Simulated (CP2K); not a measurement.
# Zr in CP2K: work function with PBE

Aim: the work function of Zr with PBE.

Everything below comes from runs of CP2K 2026.2. Logs are shortened: lines on timing, memory, paths and dates and some standing lists are left out, and cuts for length are marked.

### Step 1. The cell of the first run

The cell holds a slab with vacuum, 5 atoms: a = 3.189 Å, b = 3.189 Å, c = 25.415 Å, α = 90.00°, β = 90.00°, γ = 120.00°.

### Step 2. Work function, PBE (the (1 1 1) slab of Zr, cut from the database cell, not relaxed)

zr_workfunction.inp

```
&GLOBAL
  PROJECT zr_workfunction
  RUN_TYPE ENERGY_FORCE
  PRINT_LEVEL LOW
&END GLOBAL
&FORCE_EVAL
  METHOD QS
  &DFT
    BASIS_SET_FILE_NAME BASIS_MOLOPT_UZH
    POTENTIAL_FILE_NAME POTENTIAL_UZH
    &MGRID
      CUTOFF 450
      REL_CUTOFF 60
      NGRIDS 5
    &END MGRID
    &QS
      METHOD GPW
      EPS_DEFAULT 1.0E-10
    &END QS
    &KPOINTS
      SCHEME MONKHORST-PACK 10 10 1
      GAMMA_CENTERED T
      SYMMETRY T
      SYMMETRY_BACKEND SPGLIB
    &END KPOINTS
    &SCF
      SCF_GUESS ATOMIC
      EPS_SCF 1.0E-6
      MAX_SCF 100
      ADDED_MOS 31
      CHOLESKY OFF
      EPS_EIGVAL 1.0E-7
      &DIAGONALIZATION ON
        ALGORITHM STANDARD
      &END DIAGONALIZATION
      &MIXING ON
        METHOD BROYDEN_MIXING
        ALPHA 0.2
        BETA 1.5
        NBUFFER 8
      &END MIXING
      &SMEAR ON
        METHOD FERMI_DIRAC
        ELECTRONIC_TEMPERATURE [K] 580.226
      &END SMEAR
    &END SCF
    &XC
      &XC_FUNCTIONAL PBE
      &END XC_FUNCTIONAL
    &END XC
    &PRINT
      &KPOINTS ON
      &END KPOINTS
      &MULLIKEN ON
      &END MULLIKEN
      &MO ON
        ENERGIES T
        OCCUPATION_NUMBERS T
        &EACH
          QS_SCF 0
        &END EACH
        ADD_LAST NUMERIC
      &END MO
      &LOWDIN ON
      &END LOWDIN
      &HIRSHFELD ON
        SHAPE_FUNCTION DENSITY
      &END HIRSHFELD
      &E_DENSITY_CUBE ON
        STRIDE 1
      &END E_DENSITY_CUBE
      &V_HARTREE_CUBE ON
        STRIDE 1
      &END V_HARTREE_CUBE
      &ELF_CUBE ON
        STRIDE 1
      &END ELF_CUBE
    &END PRINT
  &END DFT
  &SUBSYS
    &CELL
      A 3.1890515832 0.0000000000 0.0000000000
      B -1.5945257916 2.7617996850 0.0000000000
      C 0.0000000000 0.0000000000 25.4153988562
      PERIODIC XYZ
    &END CELL
    &COORD
      SCALED
      Zr  0.6666666667 0.3333333333 0.2950966870
      Zr  0.3333333333 0.6666666667 0.3975483435
      Zr  0.0000000000 0.0000000000 0.5000000000
      Zr  0.6666666667 0.3333333333 0.6024516565
      Zr  0.3333333333 0.6666666667 0.7049033130
    &END COORD
    &KIND Zr
      BASIS_SET TZVP-MOLOPT-PBE-GTH-q12
      POTENTIAL GTH-PBE-q12
    &END KIND
    &PRINT
      &ATOMIC_COORDINATES ON
      &END ATOMIC_COORDINATES
      &CELL ON
      &END CELL
    &END PRINT
  &END SUBSYS
  &PRINT
    &FORCES ON
    &END FORCES
  &END PRINT
&END FORCE_EVAL
```

Potentials or basis: POTENTIAL_UZH Zr GTH-PBE-q12; TZVP-MOLOPT-PBE-GTH basis.

Started as:

```
$ OMP_NUM_THREADS=1 mpirun -n 2 cp2k.psmp -i zr_workfunction.inp -o zr_workfunction.out
```

zr_workfunction.out:

```text

 CP2K| version string:                                       CP2K version 2026.2
 CP2K| Input file name                                       zr_workfunction.inp

 GLOBAL| Force Environment number                                              1
 GLOBAL| Basis set file name                                    BASIS_MOLOPT_UZH
 GLOBAL| Potential file name                                       POTENTIAL_UZH
 GLOBAL| MM Potential file name                                     MM_POTENTIAL
 GLOBAL| Coordinate file name                                      __STD_INPUT__
 GLOBAL| Method name                                                        CP2K
 GLOBAL| Project name                                            zr_workfunction
 GLOBAL| Run type                                                   ENERGY_FORCE
 GLOBAL| FFT library                                                       FFTW3
 GLOBAL| Diagonalization library                                       ScaLAPACK
 GLOBAL| Cholesky decomposition library                                ScaLAPACK
 GLOBAL| DGEMM library                                                      BLAS
 GLOBAL| Direct generalized diagonalization requested                          F
 GLOBAL| Matrix multiplication library                                 ScaLAPACK
 GLOBAL| Global print level                                                  LOW
 GLOBAL| Total number of message passing processes                             2
 GLOBAL| Number of threads for this process                                    1
 GLOBAL| CPU model name                                                  UNKNOWN

 CELL| Volume [angstrom^3]:                                           223.846676
 CELL| Vector a [angstrom]:       3.189     0.000     0.000   |a| =     3.189052
 CELL| Vector b [angstrom]:      -1.595     2.762     0.000   |b| =     3.189052
 CELL| Vector c [angstrom]:       0.000     0.000    25.415   |c| =    25.415399
 CELL| Angle (b,c), alpha [degree]:                                    90.000000
 CELL| Angle (a,c), beta  [degree]:                                    90.000000
 CELL| Angle (a,b), gamma [degree]:                                   120.000000
 CELL| Numerically orthorhombic:                                              NO
 CELL| Periodicity                                                           XYZ

 CELL_REF| Volume [angstrom^3]:                                       223.846676
 CELL_REF| Vector a [angstrom     3.189     0.000     0.000   |a| =     3.189052
 CELL_REF| Vector b [angstrom    -1.595     2.762     0.000   |b| =     3.189052
 CELL_REF| Vector c [angstrom     0.000     0.000    25.415   |c| =    25.415399
 CELL_REF| Angle (b,c), alpha [degree]:                                90.000000
 CELL_REF| Angle (a,c), beta  [degree]:                                90.000000
 CELL_REF| Angle (a,b), gamma [degree]:                               120.000000
 CELL_REF| Numerically orthorhombic:                                          NO
 CELL_REF| Periodicity                                                       XYZ
[... 9 lines left out ...]
 TOTAL NUMBERS AND MAXIMUM NUMBERS

  Total number of            - Atomic kinds:                                   1
                             - Atoms:                                          5
                             - Shell sets:                                     5
                             - Shells:                                        55
                             - Primitive Cartesian functions:                 35
                             - Cartesian basis functions:                    205
                             - Spherical basis functions:                    175

  Maximum angular momentum of- Orbital basis functions:                        3
                             - Local part of the GTH pseudopotential:          2
                             - Non-local part of the GTH pseudopotential:      4

 MODULE QUICKSTEP: ATOMIC COORDINATES IN ANGSTROM

   Atom Kind Element         X             Y             Z       Z(eff)     Mass
      1    1 Zr   40      1.594526      0.920600      7.500000  12.0000  91.2240
      2    1 Zr   40     -0.000000      1.841200     10.103850  12.0000  91.2240
      3    1 Zr   40      0.000000      0.000000     12.707699  12.0000  91.2240
      4    1 Zr   40      1.594526      0.920600     15.311549  12.0000  91.2240
      5    1 Zr   40     -0.000000      1.841200     17.915399  12.0000  91.2240

 SCF PARAMETERS         Density guess:                                    ATOMIC
                        --------------------------------------------------------
                        max_scf:                                             100
                        max_scf_history:                                       0
                        max_diis:                                              4
[... 5 lines left out ...]
                        --------------------------------------------------------
[... 41 lines left out ...]

 Extrapolation method: initial_guess

 Number of electrons:                                                         60
 Number of occupied orbitals:                                                 30
 Number of molecular orbitals:                                                61

 Number of orbital functions:                                                175
 Number of independent orbital functions:                                    175

 SCF WAVEFUNCTION OPTIMIZATION

  Step     Update method      Time    Convergence         Total energy    Change
  ------------------------------------------------------------------------------
     1 NoMix/Diag. 0.20E+00    2.6     1.13764739      -234.7685794537 -2.35E+02
     2 Broy./Diag. 0.20E+00    3.4     0.17402248      -234.3027675383  4.66E-01
     3 Broy./Diag. 0.20E+00    3.4     0.01847217      -234.2491478750  5.36E-02
     4 Broy./Diag. 0.20E+00    3.4     0.06429658      -233.6302165761  6.19E-01
     5 Broy./Diag. 0.20E+00    3.4     0.03603675      -233.4468906222  1.83E-01
     6 Broy./Diag. 0.20E+00    3.4     0.02167349      -233.2135225900  2.33E-01
     7 Broy./Diag. 0.20E+00    3.4     0.01147914      -233.2069446359  6.58E-03
     8 Broy./Diag. 0.20E+00    3.4     0.00410791      -233.1707108655  3.62E-02
     9 Broy./Diag. 0.20E+00    3.4     0.00267352      -233.1606623633  1.00E-02
    10 Broy./Diag. 0.20E+00    3.4     0.00167256      -233.1537741238  6.89E-03
    11 Broy./Diag. 0.20E+00    3.4     0.00257717      -233.1509466651  2.83E-03
[... 9 lines left out ...]
    21 Broy./Diag. 0.20E+00    3.4     0.00004753      -233.1690403839 -3.43E-05
    22 Broy./Diag. 0.20E+00    3.4     0.00003572      -233.1691016037 -6.12E-05
    23 Broy./Diag. 0.20E+00    3.4     0.00001861      -233.1692347234 -1.33E-04
    24 Broy./Diag. 0.20E+00    3.4     0.00001855      -233.1694905059 -2.56E-04
    25 Broy./Diag. 0.20E+00    3.4     0.00000833      -233.1695603759 -6.99E-05
    26 Broy./Diag. 0.20E+00    3.4     0.00001252      -233.1695400534  2.03E-05
    27 Broy./Diag. 0.20E+00    3.4     0.00000727      -233.1694325874  1.07E-04
    28 Broy./Diag. 0.20E+00    3.4     0.00000490      -233.1694026059  3.00E-05
    29 Broy./Diag. 0.20E+00    3.4     0.00000368      -233.1694042991 -1.69E-06
    30 Broy./Diag. 0.20E+00    3.4     0.00000086      -233.1694193946 -1.51E-05

  *** SCF run converged in    30 steps ***

  Electronic density on regular grids:        -59.9999999998        0.0000000002
  Core density on regular grids:               59.9999999955       -0.0000000045
  Total charge density on r-space grids:       -0.0000000043
  Total charge density g-space grids:          -0.0000000043

  Overlap energy of the core charge distribution:               0.00000000000000
  Self energy of the core charge distribution:               -425.85129607783307
  Core Hamiltonian energy:                                     94.88700582873264
  Hartree energy:                                             127.22456856229093
  Exchange-correlation energy:                                -29.42720434498528
  Electronic entropic energy:                                  -0.00249337029280
  Fermi energy:                                                 0.14352998168661

  Total energy:                                              -233.16941939460986
  Total energy (extrapolated to T->0):                       -233.16817270946345

 MO| EIGENVALUES AND OCCUPATION NUMBERS FOR K POINT 1
 MO|
 MO|  Index      Eigenvalue [a.u.]        Eigenvalue [eV]             Occupation
 MO|      1              -1.649256             -44.878532               2.000000
 MO|      2              -1.649256             -44.878531               2.000000
 MO|      3              -1.636754             -44.538339               2.000000
 MO|      4              -1.636643             -44.535323               2.000000
 MO|      5              -1.635076             -44.492688               2.000000
 MO|      6              -0.857604             -23.336587               2.000000
[... 455 lines left out ...]
 MO|     60               0.597775              16.266291               0.000000
 MO|     61               0.623168              16.957270               0.000000
 MO| Sum:                                                              61.037449
 MO| E(Fermi):            0.143530 a.u.          3.905649 eV

 The electron density is written in Cube    file format to the file:

 zr_workfunction-ELECTRON_DENSITY-1_0.cube

 !-----------------------------------------------------------------------------!
                     Mulliken Population Analysis

 #  Atom  Element  Kind  Atomic population                           Net charge
       1     Zr       1         11.989738                              0.010262
       2     Zr       1         12.005788                             -0.005788
       3     Zr       1         12.008953                             -0.008953
       4     Zr       1         12.005786                             -0.005786
       5     Zr       1         11.989735                              0.010265
 # Total charge                             60.000000                 -0.000000

 !-----------------------------------------------------------------------------!

 !-----------------------------------------------------------------------------!
                           Hirshfeld Charges

  #Atom  Element  Kind  Ref Charge     Population                    Net charge
      1       Zr     1      12.000         11.994                         0.006
      2       Zr     1      12.000         12.004                        -0.004
      3       Zr     1      12.000         12.004                        -0.004
      4       Zr     1      12.000         12.004                        -0.004
      5       Zr     1      12.000         11.994                         0.006

  Total Charge                                                            0.000
 !-----------------------------------------------------------------------------!

 LOWDIN POPULATION ANALYSIS

 #  Atom  Element  Kind  Atomic population                           Net charge
       1     Zr       1         11.972491                              0.027509
       2     Zr       1         12.022729                             -0.022729
       3     Zr       1         12.009565                             -0.009565
       4     Zr       1         12.022727                             -0.022727
       5     Zr       1         11.972489                              0.027511
 # Total charge                             60.000000                 -0.000000

               ----- ELF is computed on the real space grid -----

 ELF is written in Cube    file format to the file:

 zr_workfunction-ELF_S1-1_0.cube

 ENERGY| Total FORCE_EVAL ( QS ) energy [hartree]           -233.169404342413060

 FORCES| Atomic forces [hartree/bohr]
 FORCES|   Atom     x               y               z               |f|
 FORCES|      1 -1.03938489E-09  1.75162382E-09  6.09479442E-03   6.09479442E-03
 FORCES|      2  3.55189661E-10  2.21887162E-12 -7.93061277E-03   7.93061277E-03
 FORCES|      3 -1.12033162E-10  1.10206842E-09 -2.60554767E-08   2.60790140E-08
 FORCES|      4 -6.24250568E-11 -1.77217445E-09  7.93064563E-03   7.93064563E-03
 FORCES|      5  8.58562378E-10 -1.08359727E-09 -6.09480123E-03   6.09480123E-03
 FORCES| Sum    -9.10672662E-14  1.39391461E-13 -1.98577266E-13
 FORCES| Total atomic force                                       2.59145050E-13
```

Run time: 2.1 min. Hardware: 2 MPI ranks of Arm Neoverse V2, shared host.

Results:

```
Free energy                     : -6344.8622 eV
Largest force                   : 0.408 eV/Å
Band gap on the k mesh          : none (metal or under the smearing width)
Work function                   : 4.45 eV
Work function of the upper face : 4.45 eV
Work function of the lower face : 4.45 eV
```

Forces on the atoms (eV/Å):
```
Zr   0.000  0.000  0.313
Zr   0.000  0.000 -0.408
Zr   0.000  0.000  0.000
Zr   0.000  0.000  0.408
Zr   0.000  0.000 -0.313
```

Caveat: the basis of atomic orbitals isn't converged, which shifts pressures, moduli and gaps.
